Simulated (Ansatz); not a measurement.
# Al2Cu: tests of the settings

The task, for Al2Cu: see how the plane-wave cutoff moves the results.

Computed with Ansatz 0.2.0 (DFT PBEsol, scalar-relativistic, plane waves, PAW, unless a step's input says otherwise).

3 further runs of the same task are left out: 2 for a known fault of the program, 1 set aside as unsound or not needed. Runs told in other sessions of the task aren't counted.

## (1) The system as given

The structure is tetragonal, space group P4/mmm (No. 123). Conventional cell: a = 4.105 Å, b = 4.105 Å, c = 2.891 Å, α = 90.00°, β = 90.00°, γ = 90.00°. Al (site symmetry mmm) is surrounded by 4 Cu at 2.51 Å. Cu (site symmetry 4/mmm) is surrounded by 8 Al at 2.51 Å.

As a file:

```cif
data_structure
_symmetry_space_group_name_H-M 'P 1'
_symmetry_Int_Tables_number 1
_cell_length_a 4.1052
_cell_length_b 4.1052
_cell_length_c 2.8913
_cell_angle_alpha 90.000
_cell_angle_beta 90.000
_cell_angle_gamma 90.000
_cell_volume 48.73
loop_
_atom_site_label
_atom_site_type_symbol
_atom_site_fract_x
_atom_site_fract_y
_atom_site_fract_z
_atom_site_occupancy
Al1 Al 0.50000 0.00000 0.50000 1
Al2 Al 0.00000 0.50000 0.50000 1
Cu1 Cu 0.00000 0.00000 0.00000 1
```

The structure comes from the Materials Project (structure only); it is used as listed.

## (2) The base input

File input.yaml:

```yaml
crystal:
  lattice:
    - [4.105182, 0.0, 0.0]
    - [0.0, 4.105182, 0.0]
    - [0.0, 0.0, 2.891313]
  atoms:
    - { symbol: Al, position: [0.5, 0.0, 0.5] }
    - { symbol: Al, position: [0.0, 0.5, 0.5] }
    - { symbol: Cu, position: [0.0, 0.0, 0.0] }
basis:
  ecutwfc: 420
kpoints:
  mp_grid: { grid: [10, 10, 14] }
hamiltonian:
  xc: pbesol
scf:
  occupations: { method: gaussian, width: 0.1 }
output:
  forces: true
  stress: true
  eigenvalues: true
  populations: true
```

It was run beforehand and gave: -2545.9816 eV/atom at zero smearing, pressure -2.40 GPa, largest force 0.000 eV/Å, no gap on the mesh, in 7 SCF cycles and 4.4 s.

## (3) Plane-wave cutoff: 150 eV

File input.yaml:

```yaml
crystal:
  lattice:
    - [4.105182, 0.0, 0.0]
    - [0.0, 4.105182, 0.0]
    - [0.0, 0.0, 2.891313]
  atoms:
    - { symbol: Al, position: [0.5, 0.0, 0.5] }
    - { symbol: Al, position: [0.0, 0.5, 0.5] }
    - { symbol: Cu, position: [0.0, 0.0, 0.0] }
basis:
  ecutwfc: 150
kpoints:
  mp_grid: { grid: [10, 10, 14] }
hamiltonian:
  xc: pbesol
scf:
  occupations: { method: gaussian, width: 0.1 }
output:
  forces: true
  stress: true
  eigenvalues: true
```

Command:

```sh
ansatz run input.yaml --threads 1 --pin off --max-ram 2560MiB --backend cpu --events-out ev --progress --plain --runs-dir out
```

## (4) Plane-wave cutoff: 200 eV

input.yaml, as its differences from that of step 3:

```diff
@@ -10,3 +10,3 @@
 basis:
-  ecutwfc: 150
+  ecutwfc: 200
 kpoints:
```

## (5) Plane-wave cutoff set to 250 eV

input.yaml, as its differences from that of step 4:

```diff
@@ -10,3 +10,3 @@
 basis:
-  ecutwfc: 200
+  ecutwfc: 250
 kpoints:
```

## (6) Plane-wave cutoff: 300 eV

input.yaml, as its differences from that of step 5:

```diff
@@ -10,3 +10,3 @@
 basis:
-  ecutwfc: 250
+  ecutwfc: 300
 kpoints:
```

## (7) Plane-wave cutoff: 350 eV

input.yaml, as its differences from that of step 6:

```diff
@@ -10,3 +10,3 @@
 basis:
-  ecutwfc: 300
+  ecutwfc: 350
 kpoints:
```

## (8) Plane-wave cutoff set to 380 eV

input.yaml, as its differences from that of step 7:

```diff
@@ -10,3 +10,3 @@
 basis:
-  ecutwfc: 350
+  ecutwfc: 380
 kpoints:
```

## (9) Plane-wave cutoff set to 460 eV

input.yaml, as its differences from that of step 8:

```diff
@@ -10,3 +10,3 @@
 basis:
-  ecutwfc: 380
+  ecutwfc: 460
 kpoints:
```

## (10) Plane-wave cutoff: 520 eV

input.yaml, as its differences from that of step 9:

```diff
@@ -10,3 +10,3 @@
 basis:
-  ecutwfc: 460
+  ecutwfc: 520
 kpoints:
```

## (11) Plane-wave cutoff set to 600 eV

input.yaml, as its differences from that of step 10:

```diff
@@ -10,3 +10,3 @@
 basis:
-  ecutwfc: 520
+  ecutwfc: 600
 kpoints:
```

## (12) Plane-wave cutoff set to 700 eV

input.yaml, as its differences from that of step 11:

```diff
@@ -10,3 +10,3 @@
 basis:
-  ecutwfc: 600
+  ecutwfc: 700
 kpoints:
```

## (13) Plane-wave cutoff: 850 eV

input.yaml, as its differences from that of step 12:

```diff
@@ -10,3 +10,3 @@
 basis:
-  ecutwfc: 700
+  ecutwfc: 850
 kpoints:
```

(Steps that only read results are left out.)

What results come out of these runs, taken together?

**Answer**, as computed:

| quantity | value |
| --- | --- |
| plane-wave cutoff: within 10 and 1 meV/atom of 850 eV from | 380 eV for 10; 460 eV for 1 |

In words: For the plane-wave cutoff, the energy stays within 1 meV/atom of the reference from 460 eV on, at about 0.41 of the reference's time. The reference is only the best run made, not a proven limit. Much of this error cancels in differences between similar cells. The pressure is off by up to 15.5 GPa. The settings are coarse, so take the values as rough.
